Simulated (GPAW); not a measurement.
The system is SnSe2.

```
Sn Se
1.0
     3.81100    0.00000    0.00000
    -1.90550    3.30042    0.00000
     0.00000    0.00000    6.13600
Sn Se
1 2
Direct
  0.00000 0.00000 0.00000
  0.66667 0.33333 0.75100
  0.33333 0.66667 0.24900
```

| Property | Result |
| --- | --- |
| Program | GPAW 26.7.0 |
| Task | relaxation of cell and atoms |
| Functional | PBEsol |
| Potentials or basis | PAW data sets generated in the run's folder for this functional |
| Cutoff | 600 eV |
| Basis | pw |
| k mesh | 6 × 6 × 3 |
| Occupations | fermi-dirac, width 0.05 eV |
| Spin | no spin polarisation |

At the start: pressure 2.4 GPa; volume 25.73 Å³/atom.

How do energy, volume and symmetry change on relaxing?

Over 7 steps the energy falls by 10.1 meV/atom and the volume is 26.13 Å³/atom (+1.6 %); space group P-3m1 (No. 164, to 0.05 Å).

The path:
| step | energy change (eV) | largest force (eV/Å) | pressure (GPa) | volume (Å³) |
| --- | --- | --- | --- | --- |
| 1 | 0.0000 | 0.5440 | 2.37 | 77.18 |
| 2 | -0.0135 | 0.4027 | 1.66 | 77.60 |
| 3 | -0.0296 | 0.0309 | -0.14 | 78.72 |
| 4 | -0.0298 | 0.0139 | -0.19 | 78.74 |
| 5 | -0.0301 | 0.0163 | -0.22 | 78.67 |
| 6 | -0.0304 | 0.0253 | -0.14 | 78.52 |
| 7 | -0.0304 | 0.0156 | -0.02 | 78.38 |

Final structure:
```xyz
3
Lattice="3.8157 0.0000 0.0000 -1.9078 3.3045 0.0000 0.0000 0.0000 6.2166" Properties=species:S:1:pos:R:3 pbc="T T T"
Sn    0.0000    0.0000    0.0000
Se    1.9078    1.1015    4.6337
Se    0.0000    2.2030    1.5829
```

Caveat: later steps reuse the first step's grids; this functional lacks dispersion, which binds the layers, so the pressure and a relaxed spacing across them are unreliable.
